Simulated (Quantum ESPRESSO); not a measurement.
# CoO (Pm-3m) in Quantum ESPRESSO: further runs, part 3 of 5

Quantum ESPRESSO 7.5. Earlier steps stand in the parts before.

### Step 4. Phonons, PBEsol, collinear spin, ferromagnetic start

Contents of pw.in:

```
&CONTROL
  calculation = 'scf'
  prefix = 'pwscf'
  outdir = './tmp'
  pseudo_dir = './pseudo'
  tprnfor = .true.
  tstress = .true.
  disk_io = 'low'
/
&SYSTEM
  ibrav = 0
  A = 2.57052631
  nat = 2
  ntyp = 2
  ecutwfc = 96
  nbnd = 21
  occupations = 'smearing'
  smearing = 'fd'
  degauss = 0.00367493
  nspin = 2
  starting_magnetization(1) = 0.1176
  starting_magnetization(2) = 0
/
&ELECTRONS
  conv_thr = 4d-10
  electron_maxstep = 120
  mixing_beta = 0.3
/
ATOMIC_SPECIES
Co    58.9332 Co.upf
O     15.9990 O.upf
CELL_PARAMETERS alat
   1.0000000000    0.0000000000    0.0000000000
   0.0000000000    1.0000000000    0.0000000000
   0.0000000000    0.0000000000    1.0000000000
ATOMIC_POSITIONS alat
Co     0.0000000000    0.0000000000    0.0000000000
O      0.5000000000    0.5000000000    0.5000000000
K_POINTS automatic
6 6 6 1 1 1
```

Contents of relax.in:

```
&CONTROL
  calculation = 'vc-relax'
  prefix = 'pwscf'
  outdir = './tmp'
  pseudo_dir = './pseudo'
  tprnfor = .true.
  tstress = .true.
  disk_io = 'low'
  nstep = 40
  forc_conv_thr = 0.0001
  etot_conv_thr = 1d-06
/
&SYSTEM
  ibrav = 0
  A = 2.57052631
  nat = 2
  ntyp = 2
  ecutwfc = 96
  nbnd = 21
  occupations = 'smearing'
  smearing = 'fd'
  degauss = 0.00367493
  nspin = 2
  starting_magnetization(1) = 0.1176
  starting_magnetization(2) = 0
/
&ELECTRONS
  conv_thr = 4d-10
  electron_maxstep = 120
  mixing_beta = 0.3
/
&IONS
  ion_dynamics = 'bfgs'
/
&CELL
  cell_dynamics = 'bfgs'
  press = 0
  press_conv_thr = 0.2
/
ATOMIC_SPECIES
Co    58.9332 Co.upf
O     15.9990 O.upf
CELL_PARAMETERS alat
   1.0000000000    0.0000000000    0.0000000000
   0.0000000000    1.0000000000    0.0000000000
   0.0000000000    0.0000000000    1.0000000000
ATOMIC_POSITIONS alat
Co     0.0000000000    0.0000000000    0.0000000000
O      0.5000000000    0.5000000000    0.5000000000
K_POINTS automatic
6 6 6 1 1 1
```

Contents of scf2.in:

```
&CONTROL
  calculation = 'scf'
  prefix = 'pwscf'
  outdir = './tmp'
  pseudo_dir = './pseudo'
  tprnfor = .true.
  tstress = .true.
  disk_io = 'low'
/
&SYSTEM
  ibrav = 0
  A = 2.56951285
  nat = 2
  ntyp = 2
  ecutwfc = 96
  nbnd = 21
  occupations = 'smearing'
  smearing = 'fd'
  degauss = 0.00367493
  nspin = 2
  starting_magnetization(1) = 0.1176
  starting_magnetization(2) = 0
/
&ELECTRONS
  conv_thr = 1d-13
  electron_maxstep = 120
  mixing_beta = 0.3
  startingpot = 'file'
  startingwfc = 'file'
/
ATOMIC_SPECIES
Co    58.9332 Co.upf
O     15.9990 O.upf
CELL_PARAMETERS alat
   1.0000000002    0.0000000000    0.0000000000
   0.0000000000    1.0000000002    0.0000000000
   0.0000000000    0.0000000000    1.0000000002
ATOMIC_POSITIONS alat
Co     0.0000000000    0.0000000000    0.0000000000
O      0.5000000001    0.5000000001    0.5000000001
K_POINTS automatic
6 6 6 1 1 1
```

Contents of ph.in:

```
phonons of CoO
&INPUTPH
  prefix = 'pwscf'
  outdir = './tmp'
  tr2_ph = 1d-16
  fildyn = 'dyn'
  niter_ph = 60
  alpha_mix(1) = 0.4
/
0.0000000000 0.0000000000 0.0000000000
```

Contents of dynmat.in:

```
&INPUT
  fildyn = 'dyn'
  asr = 'crystal'
  filout = 'dynmat.disp'
  fileig = 'dynmat.eig'
/
```

Potentials or basis: PseudoDojo 0.4.1 SR PBEsol standard.

Started as:

```bash
> OMP_NUM_THREADS=1 pw.x -in pw.in > pw.out
> OMP_NUM_THREADS=1 pw.x -in relax.in > relax.out
> OMP_NUM_THREADS=1 pw.x -in scf2.in > scf2.out
> OMP_NUM_THREADS=1 ph.x -in ph.in > ph.out
> OMP_NUM_THREADS=1 dynmat.x -in dynmat.in > dynmat.out
```

pw.out:

```text
This program is part of the open-source Quantum ESPRESSO suite
     for quantum simulation of materials; please cite
[... 9 lines left out ...]
     --------------------
     sticks:   dense  smooth     PW     G-vecs:    dense   smooth      PW
     Sum         725     725    221                14531    14531    2373

     Using Slab Decomposition

     bravais-lattice index     =            0
     lattice parameter (alat)  =       4.8576  a.u.
     unit-cell volume          =     114.6206 (a.u.)^3
     number of atoms/cell      =            2
     number of atomic types    =            2
     number of electrons       =        23.00
     number of Kohn-Sham states=           21
     kinetic-energy cutoff     =      96.0000  Ry
     charge density cutoff     =     384.0000  Ry
     scf convergence threshold =      4.0E-10
     mixing beta               =       0.3000
     number of iterations used =            8  plain     mixing
     Exchange-correlation= PBESOL
                           (   1   4  10   8   0   0   0)

     celldm(1)=   4.857591  celldm(2)=   0.000000  celldm(3)=   0.000000
     celldm(4)=   0.000000  celldm(5)=   0.000000  celldm(6)=   0.000000

     crystal axes: (cart. coord. in units of alat)
               a(1) = (   1.000000   0.000000   0.000000 )
               a(2) = (   0.000000   1.000000   0.000000 )
               a(3) = (   0.000000   0.000000   1.000000 )

     reciprocal axes: (cart. coord. in units 2 pi/alat)
               b(1) = (  1.000000  0.000000  0.000000 )
               b(2) = (  0.000000  1.000000  0.000000 )
               b(3) = (  0.000000  0.000000  1.000000 )

     PseudoPot. # 1 for Co read from file:
     Co.upf
     Pseudo is Norm-conserving + core correction, Zval = 17.0
     Generated using ONCVPSP code by D. R. Hamann
     Using radial grid of 1388 points,  6 beta functions with:
                l(1) =   0
                l(2) =   0
                l(3) =   1
                l(4) =   1
                l(5) =   2
                l(6) =   2

     PseudoPot. # 2 for O  read from file:
     O.upf
     Pseudo is Norm-conserving + core correction, Zval =  6.0
     Generated using ONCVPSP code by D. R. Hamann
     Using radial grid of  936 points,  5 beta functions with:
                l(1) =   0
                l(2) =   0
                l(3) =   1
                l(4) =   1
                l(5) =   2

     atomic species   valence    mass     pseudopotential
     Co               17.00    58.93320     Co( 1.00)
     O                 6.00    15.99900     O ( 1.00)

     Starting magnetic structure
     atomic species   magnetization
     Co              0.118
     O               0.000

     48 Sym. Ops., with inversion, found

   Cartesian axes

     site n.     atom                  positions (alat units)
         1        Co     tau(   1) = (   0.0000000   0.0000000   0.0000000  )
         2        O      tau(   2) = (   0.5000000   0.5000000   0.5000000  )

     number of k points=    10  Fermi-Dirac smearing, width (Ry)=  0.0037
                       cart. coord. in units 2pi/alat
        k(    1) = (   0.0833333   0.0833333   0.0833333), wk =   0.0370370
        k(    2) = (   0.0833333   0.0833333   0.2500000), wk =   0.1111111
        k(    3) = (   0.0833333   0.0833333   0.4166667), wk =   0.1111111
        k(    4) = (   0.0833333   0.2500000   0.2500000), wk =   0.1111111
        k(    5) = (   0.0833333   0.2500000   0.4166667), wk =   0.2222222
        k(    6) = (   0.0833333   0.4166667   0.4166667), wk =   0.1111111
        k(    7) = (   0.2500000   0.2500000   0.2500000), wk =   0.0370370
        k(    8) = (   0.2500000   0.2500000   0.4166667), wk =   0.1111111
        k(    9) = (   0.2500000   0.4166667   0.4166667), wk =   0.1111111
        k(   10) = (   0.4166667   0.4166667   0.4166667), wk =   0.0370370

     Dense  grid:    14531 G-vectors     FFT dimensions: (  32,  32,  32)

     Generating pointlists ...
     new r_m :   0.3572 (alat units)  1.7353 (a.u.) for type    1
     new r_m :   0.3572 (alat units)  1.7353 (a.u.) for type    2

     Initial potential from superposition of free atoms

     starting charge      22.9997, renormalised to      23.0000
     Starting wfcs are   14 randomized atomic wfcs +    7 random wfcs

     Self-consistent Calculation

     iteration #  1     ecut=    96.00 Ry     beta= 0.30
     Davidson diagonalization with overlap
     ethr =  1.00E-02,  avg # of iterations =  5.0

     Threshold (ethr) on eigenvalues was too large:
     Diagonalizing with lowered threshold

     Davidson diagonalization with overlap
     ethr =  6.77E-04,  avg # of iterations =  1.2

     total energy              =    -338.45838358 Ry
     estimated scf accuracy    <       0.15598767 Ry

     total magnetization       =     2.70 Bohr mag/cell
     absolute magnetization    =     2.70 Bohr mag/cell

     iteration #  2     ecut=    96.00 Ry     beta= 0.30
     Davidson diagonalization with overlap
     ethr =  6.78E-04,  avg # of iterations =  1.1

     total energy              =    -338.46996161 Ry
     estimated scf accuracy    <       0.10959198 Ry

     total magnetization       =     1.96 Bohr mag/cell
     absolute magnetization    =     1.97 Bohr mag/cell
[... 101 lines left out ...]
     iteration # 13     ecut=    96.00 Ry     beta= 0.30
     Davidson diagonalization with overlap
     ethr =  7.97E-11,  avg # of iterations =  1.1

     total energy              =    -338.49945030 Ry
     estimated scf accuracy    <          7.4E-10 Ry

     total magnetization       =     3.00 Bohr mag/cell
     absolute magnetization    =     3.03 Bohr mag/cell

     iteration # 14     ecut=    96.00 Ry     beta= 0.30
     Davidson diagonalization with overlap
     ethr =  3.23E-12,  avg # of iterations =  1.8

     Magnetic moment per site  (integrated on atomic sphere of radius R)
     atom   1 (R=0.357)  charge= 14.8563  magn=  2.4684
     atom   2 (R=0.357)  charge=  5.9162  magn=  0.4941

     End of self-consistent calculation

 ------ SPIN UP ------------

          k = 0.0833 0.0833 0.0833 (  1830 PWs)   bands (ev):

   -80.1684 -43.6088 -43.6080 -43.6080  -4.1982  11.5883  11.5883  11.9889
    13.1430  13.1430  14.2610  14.2610  14.3315  18.6946  31.4720  31.4720
    35.7230  37.7080  37.7080  44.9331  44.9331

          k = 0.0833 0.0833 0.2500 (  1823 PWs)   bands (ev):

   -80.1632 -43.6612 -43.6039 -43.6034  -3.6645   9.4999  11.5673  11.9302
    12.4497  13.6710  13.9284  14.8729  15.2908  20.5521  29.0223  31.7826
    35.0095  35.8010  40.9885  42.5493  43.9328

          k = 0.0833 0.0833 0.4167 (  1831 PWs)   bands (ev):

   -80.1580 -43.7140 -43.5993 -43.5988  -3.0302   7.6516  11.3527  11.7550
    12.3224  13.8695  14.5859  15.2908  15.9825  22.6118  25.6241  32.3967
    33.7117  34.7451  40.9376  43.4787  46.1058
[... 31 lines left out ...]
          k = 0.2500 0.4167 0.4167 (  1804 PWs)   bands (ev):

   -80.1428 -43.6964 -43.6959 -43.6405  -1.9289   9.1227   9.1862  10.6200
    13.4345  14.0948  14.2492  15.0340  15.8436  22.8089  25.7536  25.9814
    35.6319  36.3448  38.6841  39.7518  50.4888

          k = 0.4167 0.4167 0.4167 (  1826 PWs)   bands (ev):

   -80.1377 -43.6910 -43.6903 -43.6903  -1.4460   8.8137   8.8137   9.1461
    14.5412  14.5412  15.1834  15.9416  15.9416  23.0440  24.0576  24.0576
    33.4077  38.2609  38.2609  38.2767  52.9191

 ------ SPIN DOWN ----------

          k = 0.0833 0.0833 0.0833 (  1830 PWs)   bands (ev):

   -77.6625 -40.9603 -40.9592 -40.9592  -3.4686  12.9925  13.0176  13.0176
    14.7544  14.7544  16.9178  16.9178  16.9992  19.4949  32.1351  32.1351
    36.3983  38.3141  38.3141  45.3077  45.3077

          k = 0.0833 0.0833 0.2500 (  1823 PWs)   bands (ev):

   -77.6569 -41.0185 -40.9548 -40.9541  -2.9041  10.3037  13.0155  13.2252
    14.4178  15.7538  16.6954  17.2846  17.6029  21.3804  29.8181  32.3495
    35.5984  36.2098  41.4202  43.0599  44.4304

          k = 0.0833 0.0833 0.4167 (  1831 PWs)   bands (ev):

   -77.6514 -41.0771 -40.9497 -40.9491  -2.2252   8.2900  12.9080  13.2419
    14.3327  16.7030  16.8865  17.4948  18.1868  23.3050  26.4604  32.8479
    34.0068  35.2941  41.4742  44.0496  46.4798
[... 31 lines left out ...]
          k = 0.2500 0.4167 0.4167 (  1804 PWs)   bands (ev):

   -77.6350 -41.0572 -41.0566 -40.9952  -1.0446  10.0925  10.1609  11.8332
    15.5215  16.5776  16.6568  17.4816  18.1561  23.6139  26.3210  26.5651
    36.4248  37.0738  39.3683  40.4987  50.8090

          k = 0.4167 0.4167 0.4167 (  1826 PWs)   bands (ev):

   -77.6296 -41.0511 -41.0502 -41.0502  -0.5387   9.9685   9.9685  10.2332
    16.8866  16.8866  17.5288  18.3511  18.3511  23.5868  24.5043  24.5043
    34.3341  39.0244  39.0244  39.0693  53.4638

     the Fermi energy is    16.4139 ev

!    total energy              =    -338.49945030 Ry
     estimated scf accuracy    <          3.6E-10 Ry
     smearing contrib. (-TS)   =      -0.00092255 Ry
     internal energy E=F+TS    =    -338.49852775 Ry

     The total energy is F=E-TS. E is the sum of the following terms:
     one-electron contribution =    -135.09339340 Ry
     hartree contribution      =      84.01380106 Ry
     xc contribution           =     -63.90965256 Ry
     ewald contribution        =    -223.50928286 Ry

     total magnetization       =     3.00 Bohr mag/cell
     absolute magnetization    =     3.03 Bohr mag/cell

     convergence has been achieved in  14 iterations

     Forces acting on atoms (cartesian axes, Ry/au):

     atom    1 type  1   force =     0.00000000    0.00000000    0.00000000
     atom    2 type  2   force =     0.00000000    0.00000000    0.00000000

     Total force =     0.000000     Total SCF correction =     0.000000

     Computing stress (Cartesian axis) and pressure

          total   stress  (Ry/bohr**3)                   (kbar)     P=       -2.87
  -0.00001954   0.00000000   0.00000000           -2.87        0.00        0.00
   0.00000000  -0.00001954   0.00000000            0.00       -2.87        0.00
   0.00000000   0.00000000  -0.00001954            0.00        0.00       -2.87

=------------------------------------------------------------------------------=
   JOB DONE.
=------------------------------------------------------------------------------=
```

It took 4.4 min on 1 thread of Arm Neoverse N1, shared host; peak memory 0.07 GiB.

What came out:

```
Free energy                                           : -4605.5197 eV
Relaxed volume                                        : 8.48 Å³/atom
Relaxed cell                                          : a = 2.570 Å, b = 2.570 Å, c = 2.570 Å, α = 90.00°, β = 90.00°, γ = 90.00°
Space group after relaxing (to 0.05 Å)                : Pm-3m (No. 221)
Pressure after relaxing                               : 0.0 GPa
Band gap on the k mesh                                : none (metal or under the smearing width)
Net moment                                            : 3.00 μB per cell
Absolute moment                                       : 3.03 μB per cell
Site moments                                          : Co +2.47; O +0.49 μB
Valence electrons inside the program's atomic spheres : Co 14.86; O 5.92
Highest phonon frequency at Γ                         : -38 cm⁻¹
Most unstable mode                                    : 92i cm⁻¹
```

Final structure:
```yaml
crystal:
  lattice:
    - [2.56951, 0.00000, 0.00000]
    - [0.00000, 2.56951, 0.00000]
    - [0.00000, 0.00000, 2.56951]
  atoms:
    - { symbol: Co, position: [0.00000, 0.00000, 0.00000] }
    - { symbol: O, position: [0.50000, 0.50000, 0.50000] }
```

Levels at points of the mesh, in eV from the Fermi level:
Spin up:
```tsv
k point	band 11	band 12	band 13	band 14	band 15	band 16
(0.08, 0.08, 0.08)	-2.15	-2.15	-2.08	2.29	15.07	15.07
```
Spin down:
```csv
k point,band 8,band 9,band 10,band 11,band 12,band 13
"(0.08, 0.08, 0.08)",-3.40,-1.66,-1.66,0.50,0.50,0.59
```

Phonon frequencies in cm⁻¹ (negative: imaginary):
```tsv
q point	frequencies
(0.000, 0.000, 0.000)	-92 -92 -92 -38 -38 -38
```

Optical modes at Γ, degenerate ones joined:
| cm⁻¹ | components | symmetry | active in |
| --- | --- | --- | --- |
| 90i | 3 | T1u | IR |

Caveat: the k mesh is coarse (spacing up to 0.41 Å⁻¹), so the values aren't converged; the mesh is thin for the phonons of a metal; some modes are imaginary; before the sum rule the acoustic modes lie tens of cm⁻¹ from zero, a sign that the density grid also shifts the optical modes; a cell with one magnetic atom can't hold antiferromagnetic order, which such compounds often take; semilocal functionals often make such compounds metallic where correlation or magnetic order opens a gap, which also shifts bond lengths.

(Continued in part 4 of 5.)
